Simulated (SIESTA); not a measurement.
C in SIESTA: convergence with vacuum

C, a slab with vacuum:

```
C
1.0
     2.47000    0.00000    0.00000
    -1.23500    2.13908    0.00000
     0.00000    0.00000   12.82400
C
6
Direct
  0.00000 0.00000 0.23394
  0.33333 0.66667 0.23658
  0.00000 0.00000 0.49867
  0.66667 0.33333 0.50132
  0.00000 0.00000 0.76341
  0.33333 0.66667 0.76606
```

The slab is cut from a database's or a generator's crystal, which needn't be the stable form of the element.

| Item | Value |
| --- | --- |
| Program | SIESTA 5.4.2 |
| Task | single point |
| Functional | PBE |
| Potentials or basis | PseudoDojo 0.4 standard (PBE files) |
| Basis | DZP (energy shift 0.003 Ry) |
| Grid cutoff | 500 Ry |
| Energy shift | 0.003 Ry |
| k mesh | 9 × 9 × 1 |
| Occupations | fermi-dirac, width 0.05 eV |
| Spin | no spin polarisation |

These are the settings of the first run; the series varies vacuum, with any setting tied to it.

Hardware: 1 thread of Arm Neoverse V1 (shared host).

| vacuum | energy less the tightest run, at zero smearing (meV/atom) | SCF cycles | CPU time (s) | peak memory (GiB) |
| --- | --- | --- | --- | --- |
| 6 | -0.01 | 13 | 53 | 0.27 |
| 8 | 0.00 | 13 | 51 | 0.26 |
| 10 | 0.00 | 13 | 54 | 0.28 |
| 12 | 0.00 | 13 | 51 | 0.27 |
| 15 | 0.00 | 14 | 55 | 0.28 |
| 20 | 0.00 | 13 | 54 | 0.29 |

Against the tightest run, the energy stays within 1 meV/atom from 6 on. The tightest run that finished is the yardstick and may itself not be fully converged.
